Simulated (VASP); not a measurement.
# Nb7P8 (a cell with a defect): single point with PBEsol

Nb7P8 (a cell with a defect):

```
CELL_PARAMETERS angstrom
0.00000 6.68076 0.00000
6.68076 0.00000 0.00000
1.67019 1.67019 -5.71632
ATOMIC_POSITIONS crystal
Nb 0.37975 0.14262 0.44777
Nb 0.00269 0.01923 0.95140
Nb 0.38558 0.64378 0.46909
Nb 0.51297 0.01367 0.98389
Nb 0.89393 0.15715 0.44090
Nb 0.50941 0.51960 0.94581
Nb 0.86953 0.62921 0.46766
P 0.21947 0.23956 0.10689
P 0.09594 0.35301 0.62364
P 0.31839 0.81669 0.80653
P 0.07300 0.85725 0.60705
P 0.75377 0.27954 0.07634
P 0.58580 0.34549 0.62892
P 0.73747 0.69086 0.10771
P 0.66789 0.92695 0.34084
```

```json
{
  "Program": "VASP 6.6.1",
  "Task": "single point",
  "Functional": "PBEsol",
  "Potentials or basis": "VASP PAW PBE potentials, release 64 (Nb_sv, P)",
  "Cutoff": "520 eV",
  "k mesh": "2 × 2 × 3",
  "Occupations": "gaussian, width 0.1 eV",
  "Spin": "no spin polarisation"
}
```

```
Pressure               : -4.4 GPa
Largest force          : 0.099 eV/Å
Band gap on the k mesh : none (metal or under the smearing width)
```

Forces on the atoms (eV/Å):
```
Nb  -0.006 -0.005  0.037
Nb   0.005 -0.002  0.040
Nb   0.001  0.001  0.020
Nb   0.005  0.006  0.014
Nb   0.000 -0.003  0.039
Nb  -0.002  0.010  0.031
Nb  -0.004 -0.001  0.014
P   -0.003  0.010  0.006
P   -0.013 -0.001 -0.099
P    0.001 -0.011  0.024
P    0.014  0.011 -0.091
P   -0.003 -0.018 -0.084
P   -0.002  0.006  0.016
P    0.023 -0.002  0.013
P   -0.014 -0.002  0.018
```

Stress tensor (GPa, compression positive):
```
-2.75 -0.58  0.47
-0.58 -4.88 -1.59
 0.47 -1.59 -5.56
```

Levels at points of the mesh, in eV from the Fermi level:
```csv
k point,band 62,band 63,band 64,band 65,band 66,band 67,band 68,band 69
"(0.00, 0.00, 0.00)",-1.02,-0.43,-0.32,-0.08,0.18,0.32,0.53,0.60
"(0.50, 0.00, 0.00)",-0.89,-0.68,-0.48,-0.35,-0.18,0.14,0.48,0.59
"(0.00, 0.50, 0.00)",-0.75,-0.61,-0.42,-0.25,0.02,0.30,0.37,0.57
"(0.50, 0.50, 0.00)",-0.86,-0.84,-0.73,-0.24,-0.17,0.05,0.25,0.48
```

It took 23 min on 1 thread of Intel(R) Xeon(R) Platinum 8375C CPU @ 2.90GHz (Ice Lake) (shared host), peak memory 0.4 GiB.

Caveat: the k mesh is coarse (spacing up to 0.49 Å⁻¹), so the values aren't converged; the PAW data sets were made with another functional, which shifts forces and pressure a little.
